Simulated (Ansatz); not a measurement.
A computed series for ZnTe: response to strain

The reference is ZnTe in the zinc blende structure (space group F-43m, No. 216; a = 6.1134 Å). Axes: x, y, z lie along the cube axes.

Strains are applied to the cell and any free atomic positions relax; under biaxial strain the out-of-plane vector relaxes too.

The values are results of r2SCAN (Ansatz, a first-principles code), scalar-relativistic without spin-orbit coupling, not measurements.

Notes on the quantities. pressure: mean of the normal stresses, compression positive; energy relative to the base: free energy F.

```tsv
change	pressure	volume per atom	space group	energy relative to the base
base	0.01 GPa	28.56 Å³	F-43m (No. 216)	0 meV/atom
biaxial strain −0.34 %, plane normal [001], relaxed out of plane	0.16 GPa	28.47 Å³	I-4m2 (No. 119)	+0.1 meV/atom
biaxial strain −1.76 %, plane normal [110], relaxed out of plane	1.19 GPa	27.92 Å³	Imm2 (No. 44)	+5.5 meV/atom
biaxial strain −0.67 %, plane normal [111], relaxed out of plane	0.49 GPa	28.29 Å³	R3m (No. 160)	+0.9 meV/atom
biaxial strain +1.35 %, plane normal [111], relaxed out of plane	-0.91 GPa	29.12 Å³	R3m (No. 160)	+3.3 meV/atom
isotropic strain −2.09 %	?	26.81 Å³	F-43m (No. 216)	+19 meV/atom
isotropic strain −1.97 %	3.41 GPa	26.91 Å³	F-43m (No. 216)	+17 meV/atom
uniaxial strain ε_yy = −5.35 %	3.06 GPa	27.03 Å³	I-4m2 (No. 119)	+19 meV/atom
uniaxial strain ε_zz = +4.85 %	?	29.95 Å³	I-4m2 (No. 119)	?
tensor shear ε_yz = +1.95 %	0.03 GPa	28.55 Å³	Imm2 (No. 44)	?
```

Q: Some entries are withheld; estimate them.

A: 
- isotropic strain −2.09 %, pressure: 3.65 GPa
- uniaxial strain ε_zz = +4.85 %, pressure: -2.13 GPa
- uniaxial strain ε_zz = +4.85 %, energy relative to the base: +14 meV/atom
- tensor shear ε_yz = +1.95 %, energy relative to the base: +4.6 meV/atom

No phonon test of stability was made.
